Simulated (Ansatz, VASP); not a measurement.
**W in VASP and in Ansatz**

```
W
1.0
     0.00000    2.03000    2.03000
     2.03000    0.00000    2.03000
     2.03000    2.03000    0.00000
W
1
Cartesian
  0.0000 0.0000 0.0000
```

This isn't the form of W at room conditions, which is bcc.

Alike in both runs: task relaxation of cell and atoms; functional LDA; k mesh 11 × 11 × 11; occupations fermi-dirac, width 0.05 eV; no spin polarisation.

|  | VASP | Ansatz |
| --- | --- | --- |
| version | VASP 6.6.1 | Ansatz 0.2.0 |
| potentials or method | VASP PAW LDA potentials, release 64 (W_sv) | Ansatz PAW |
| plane-wave cutoff (eV) | 600 | 420 |
| valence electrons in the cell | 14 | 14 |

|  | VASP | Ansatz | Ansatz less VASP |
| --- | --- | --- | --- |
| gap on the k mesh at the Fermi level, each at its own relaxed structure (eV) | none | none | - |
| relaxed volume (Å³/atom) | 15.81 | 15.72 | -0.089 |
| relaxed cell length with the largest relative difference (Å) | 2.817 | 2.812 | -0.0053 |
| energy change over the relaxation (meV/atom) | -49 | -59 | -10.2 |

A gap of «none» marks a metal or a gap that the smearing closes.

Caveats: the plane-wave basis is chosen anew once the cell has moved, so the energies of steps on either side of that aren't comparable (Ansatz); the PAW data sets come from PBE, with cores solved anew for the run's functional, which leaves a small shift of forces and pressure (Ansatz). Spin-orbit coupling is left out, which matters for the levels of W. Zero-point motion and thermal expansion aren't in these numbers. LDA usually gives volumes a few per cent too small.
